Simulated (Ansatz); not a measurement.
# A point defect in ZnS

These are results of Ansatz 0.2.0, DFT PBE, scalar-relativistic, plane waves, PAW, not measurements. (420 eV cutoff, 2×2×2 k-mesh, shifted by half a step, Gaussian smearing of 0.01 eV, collinear spin in charge +1 alone)

Host crystal, relaxed:

```
CELL_PARAMETERS angstrom
0.00000 2.72115 2.72115
2.72115 0.00000 2.72115
2.72115 2.72115 0.00000
ATOMIC_POSITIONS crystal
Zn 0.00000 0.00000 0.00000
S 0.25000 0.25000 0.25000
```

Supercell of 32 atoms, rows in host cell vectors: 1 1 1; 1 1 -3; -3 1 1. Atoms relax at the host's cell from a start displaced at random by 0.06 Å near the defect, so other minima may exist. The cell is small, so energies carry finite-size errors of tenths of an eV. The host's Kohn–Sham gap is 2.02 eV. Atoms are taken from and returned to the elements' standard states. Charged cells are corrected for image charges with the computed static dielectric tensor (mean 9.4) and aligned with the host's potential at far atoms (alignment terms reach 0.47 eV; the program doubts the alignment in some charges, where it is up to 0.47 eV). No band-filling term is added, and the Fermi level counts from the host's valence band top.

The defect is an interstitial at (0.500, 0.500, 0.500) of the host cell.

```tsv
charge	E_f at the valence band top (eV)	over the neutral state (eV)	moment (μB)	largest move (Å)	atoms near the site
+2	-0.14	-3.87	0.00	0.16	4 S at 2.35 Å, 6 Zn at 2.88 Å
+1	1.74	-2.00	0.50	0.13	4 S at 2.45 Å, 6 Zn at 2.82 Å
0	3.74	0.00	0.00	0.24	1 S at 2.58 Å, 3 S at 2.59 Å, 1 Zn at 2.72 Å, 4 Zn at 2.73 Å, 1 Zn at 2.74 Å
```

Among the charges computed the stable one is +2 at the valence band top, changing to +1 at 1.87 eV, changing to 0 at 2.00 eV. In charge +1 the cell has partly filled bands: a level of the defect may be part filled, the carrier may sit in the host's bands, or levels may cross between the k points, so transitions that involve it are doubtful. Without the alignment that the program doubts, the level (+2/+1) would lie at 2.34 eV, outside the gap, so these runs don't decide whether the defect changes charge there. Other sites of the defect weren't tried. Fractional moments come from partly filled bands of the small cell.

Question: Which element is it? Judge by the nearest distance in charge 0 and covalent radii.
A. Zn
B. Be
C. C
D. H
E. Ba

Answer: A. The nearest neighbour is S at 2.58 Å, and the summed covalent radii with S are 3.20 Å for Ba, 2.01 Å for Be, 1.81 Å for C, 1.36 Å for H, 2.27 Å for Zn, so Zn fits best. Bonds can miss such sums by a tenth of an ångström or more.